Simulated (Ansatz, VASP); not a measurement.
**One calculation of ScAl3, two programs**

```
Sc Al
1.0
     2.85703   -4.26470    0.05703
     2.85703    4.26470    0.05703
    -0.06386    0.00000    2.96220
Sc Al
1 3
Direct
  0.50000 0.50000 0.00000
  0.00000 0.00000 0.00000
  0.50000 0.00000 0.50000
  0.00000 0.50000 0.50000
```

Alike in both runs: functional PBE; k mesh 4 × 4 × 6; occupations gaussian, width 0.1 eV; no spin polarisation.

Ansatz relaxed the structure, and its values are those at the end. VASP's run is a single point on that final structure, the one shown.

|  | VASP | Ansatz |
| --- | --- | --- |
| version | VASP 6.6.1 | Ansatz 0.2.0 |
| potentials or method | VASP PAW PBE potentials, release 64 (Sc_sv, Al) | scalar-relativistic, plane waves, PAW |
| plane-wave cutoff (eV) | 520 | 420 |
| valence electrons in the cell | 20 | 20 |

|  | VASP | Ansatz | Ansatz less VASP |
| --- | --- | --- | --- |
| gap on the k mesh at the Fermi level (eV) | none | none | - |
| pressure (GPa) | 0.1 | 0.0 | -0.03 |

A gap of «none» marks a metal or a gap that the smearing closes.
